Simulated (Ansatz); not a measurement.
BaTiO3 (Barioperovskite):

```
Ba Ti O
1.0
     3.98550    0.00000    0.00000
     0.00000    2.83690    2.84515
     0.00000   -2.83690    2.84515
Ba Ti O
1 1 3
Cartesian
  0.0000 0.0000 0.0000
  1.9928 0.0000 2.9157
  1.9928 1.3804 4.2594
  1.9928 -1.3804 4.2594
  0.0000 0.0000 2.7735
```

Base run:

- Program: Ansatz 0.2.0
- Functional: PBE
- Potentials or basis: PseudoDojo standard (PBE files)
- Cutoff: 1143 eV
- Density cutoff: 4572 eV
- k mesh: 7 × 7 × 7
- Occupations: fermi-dirac, width 0.05 eV
- Spin: no spin polarisation

Its results: band gap on the k mesh 2.00 eV, indirect (least direct gap 2.11 eV); pressure 1.9 GPa; largest force 0.270 eV/Å.

Q: After a change of settings the same cell gave: band gap on the k mesh 2.34 eV, indirect (least direct gap 2.44 eV); pressure -0.9 GPa; largest force 0.314 eV/Å. Which change was it?
A. potentials or basis from PseudoDojo standard (PBE files) to Ansatz PAW; cutoff from 1143 eV to 420 eV (not typed: the program's choice for these potentials)
B. functional from PBE to r2SCAN; potentials or basis from PseudoDojo standard (PBE files) to Ansatz PAW; cutoff from 1143 eV to 500 eV (not typed: the program's choice for these potentials)
C. potentials or basis from PseudoDojo standard (PBE files) to Ansatz PAW; cutoff from 1143 eV to 420 eV (not typed: the program's choice for these potentials); k mesh from 7 × 7 × 7 to 9 × 9 × 9

A: B.

Caveats: the k mesh misses the band edges, so the gap on the mesh is wider than the one along the path; spin-orbit coupling is left out, which moves the levels of the heavy elements; the PAW data sets come from PBE, with cores solved anew for the run's functional, which leaves a small shift of forces and pressure (some runs).
